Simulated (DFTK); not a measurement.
Wanted: the native input for a DFTK 0.8.2 run.

- Task: equation of state
- Functional: LDA
- Potentials or basis: cp2k.nc.sr.lda.v0_1.largecore.gth (LDA, GTH)
- Cutoff: 735 eV
- k mesh: 6 × 6 × 6
- Occupations: fermi-dirac, width 0.05 eV
- Spin: no spin polarisation
- Valence electrons: As 5
- Volume scales: [0.94, 0.96, 0.98, 1.0, 1.02, 1.04, 1.06]
- SCF tolerance on the density: 1e-06

The structure of As lies in As.cif:

```cif
data_As
_cell_length_a 4.13100000
_cell_length_b 4.13100000
_cell_length_c 4.13100000
_cell_angle_alpha 54.16700000
_cell_angle_beta 54.16700000
_cell_angle_gamma 54.16700000
_space_group_name_H-M_alt 'P1'
_space_group_name_Hall 'P 1'
_space_group_IT_number 1
loop_
_space_group_symop_operation_xyz
'x,y,z'
loop_
_atom_site_label
_atom_site_type_symbol
_atom_site_symmetry_multiplicity
_atom_site_Wyckoff_symbol
_atom_site_fract_x
_atom_site_fract_y
_atom_site_fract_z
_atom_site_occupancy
As1 As 1 a 0.2260000000 0.2260000000 0.2260000000 1
As2 As 1 a 0.7740000000 0.7740000000 0.7740000000 1
```

The input as run:

run.jl

```julia
using DFTK
using PseudoPotentialData
using Unitful, UnitfulAtomic
using LinearAlgebra, Printf
include("save.jl")
disable_threading()

lines = readlines("As.cif")
tag(name) = parse(Float64, split(only(filter(startswith(name), lines)))[2])
a, b, c = tag.(["_cell_length_a", "_cell_length_b", "_cell_length_c"])
α, β, γ = deg2rad.(tag.(["_cell_angle_alpha", "_cell_angle_beta", "_cell_angle_gamma"]))
cx, cy  = cos(β), (cos(α) - cos(β) * cos(γ)) / sin(γ)
lattice = austrip(1u"Å") * [a b*cos(γ) c*cx; 0 b*sin(γ) c*cy; 0 0 c*sqrt(1 - cx^2 - cy^2)]
sites     = split.(lines[findlast(startswith("_atom_site_"), lines)+1:end])
symbols   = [Symbol(s[2]) for s in sites]
positions = [parse.(Float64, s[5:7]) for s in sites]
pseudopotentials = PseudoFamily("cp2k.nc.sr.lda.v0_1.largecore.gth")
elements = Dict(s => ElementPsp(s, pseudopotentials) for s in unique(symbols))
atoms    = [elements[s] for s in symbols]

build_model(lattice, positions; symmetries=true) =
    model_DFT(lattice, atoms, positions;
              functionals=LDA(),
              temperature=austrip(0.05u"eV"),
              smearing=Smearing.FermiDirac(),
              symmetries)
Ecut  = 27.0  # hartree
kgrid = [6, 6, 6]
tol   = 1e-6
to_GPa = ustrip(uconvert(u"GPa", 1u"hartree/bohr^3"))

results["points"] = []
for scale in [0.94, 0.96, 0.98, 1.0, 1.02, 1.04, 1.06]
    println("\n=== scale = ", scale)
    model = build_model(cbrt(scale) * lattice, positions)
    basis = PlaneWaveBasis(model; Ecut, kgrid)
    t0 = time()
    scfres = self_consistent_field(basis;
                                   tol,
                                   nbandsalg=AdaptiveBands(model; n_bands_converge=10))
    seconds = time() - t0
    @printf "SCF: %d iterations, %.1f s\n" scfres.n_iter seconds
    forces = compute_forces_cart(scfres)
    stress = compute_stresses_cart(scfres)
    @printf "V = %.5f Å^3  F = %.8f Ha  max force = %.5f eV/Å  p = %.4f GPa\n" ustrip(auconvert(u"Å^3", model.unit_cell_volume)) scfres.energies.total ustrip(auconvert(u"eV/Å", maximum(norm, forces))) (-tr(stress) / 3 * to_GPa)
    push!(results["points"], save_scf!(scfres; forces, stress, d=Dict{String,Any}("seconds" => seconds, "n_matvec" => get(scfres, :n_matvec, 0))))
end

# third-order Birch-Murnaghan fit in x = V^(-2/3)
V = [0.94, 0.96, 0.98, 1.0, 1.02, 1.04, 1.06] * abs(det(lattice))
E = [p["total"] for p in results["points"]]
x = V .^ (-2 / 3)
c = [x .^ 0 x x .^ 2 x .^ 3] \ E
Δ = c[3]^2 - 3c[2] * c[4]
if Δ > 0
    x0 = (-c[3] + sqrt(Δ)) / 3c[4]
    B0 = 4 / 9 * x0^(7 / 2) * (2c[3] + 6c[4] * x0)
    @printf "V0 = %.4f Å^3  B0 = %.2f GPa\n" ustrip(auconvert(u"Å^3", x0^(-3 / 2))) B0 * to_GPa
end
```

Potentials or basis: cp2k.nc.sr.lda.v0_1.largecore.gth (LDA, GTH).

The run is started by

```console
$ julia --threads=1 run.jl  # save.jl only writes the numbers to a file and isn't shown; printed stress counts tension as positive; times include loading and compiling
```

Results of the run:

```
Equilibrium volume                        : 20.99 Å³/atom
Bulk modulus at fixed shape and positions : 82 GPa
Pressure derivative of the bulk modulus   : 4.1
```

Caveat: GTH potentials come without recommended cutoffs, and this one wasn't checked for convergence; the cell was scaled at fixed shape and fractional positions, which overstates the stiffness of a crystal with free parameters, most of all of layers and chains.

Wall time 3.2 min on 1 thread of Intel(R) Xeon(R) 6975P-C (Granite Rapids), on a shared host, peak memory 1.7 GiB.
